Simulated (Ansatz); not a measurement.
Computed with DFT PBE, scalar-relativistic, plane waves, PAW (Ansatz). Settings of the last relaxation (12-atom cell): 420 eV, 4×4×4 k points, Gaussian smearing of 0.02 eV, no spin polarisation.

Formation energies are uncorrected and refer to the elements' standard structures at the same level (O₂ as a molecule).

Question: Give a relaxed trial structure of a tetragonal wide-gap insulator made of Hf, O and Si, with a gap near 4.7 eV, a formation energy near −2.87 eV/atom and about 20 Å³ per atom, in a cell of 12 atoms.

Answer: HfSi3O8, space group P-4m2 (No. 115). Hf is surrounded by 4 O at 1.93 Å; around Si on a site of symmetry -4m2 lie 4 O at 1.63 Å; around Si on a site of symmetry 2mm lie 4 O at 1.62–1.63 Å; around O on its first site lie 2 Si at 1.63 Å; 1 more site not described.

```cif
data_structure
_symmetry_space_group_name_H-M 'P 1'
_symmetry_Int_Tables_number 1
_cell_length_a 5.5015
_cell_length_b 5.5015
_cell_length_c 7.9864
_cell_angle_alpha 90.000
_cell_angle_beta 90.000
_cell_angle_gamma 90.000
_cell_volume 241.72
loop_
_atom_site_label
_atom_site_type_symbol
_atom_site_fract_x
_atom_site_fract_y
_atom_site_fract_z
_atom_site_occupancy
Hf1 Hf 0.50000 0.50000 0.00000 1
Si1 Si 0.00000 0.00000 0.50000 1
Si2 Si 0.50000 0.00000 0.27929 1
Si3 Si 0.00000 0.50000 0.72071 1
O1 O 0.25094 0.00000 0.39091 1
O2 O 0.76624 0.50000 0.84338 1
O3 O 0.74906 0.00000 0.39091 1
O4 O 0.23376 0.50000 0.84338 1
O5 O 0.00000 0.74906 0.60909 1
O6 O 0.50000 0.23376 0.15662 1
O7 O 0.00000 0.25094 0.60909 1
O8 O 0.50000 0.76624 0.15662 1
```

| Property | Result |
| --- | --- |
| Volume per atom | 20.14 Å³ |
| Density | 2.68 g/cm³ |
| Formation energy | −2.867 eV/atom |
| Gap on the 4×4×4 mesh of the 12-atom cell | 4.66 eV |

It was reached by relaxing an invented guess, and it needn't be the stable form of this composition. The answer needn't be unique; the calculation gave this one.

Spin–orbit coupling, which can matter for Hf, is left out. Kohn–Sham gaps at this level usually fall short of measured ones. A structure relaxed within its symmetry needn't be a true minimum. Another cell of HfSi3O8 relaxed alike, in C2, lies 13 meV/atom lower, so this cell isn't the stable form at this level.
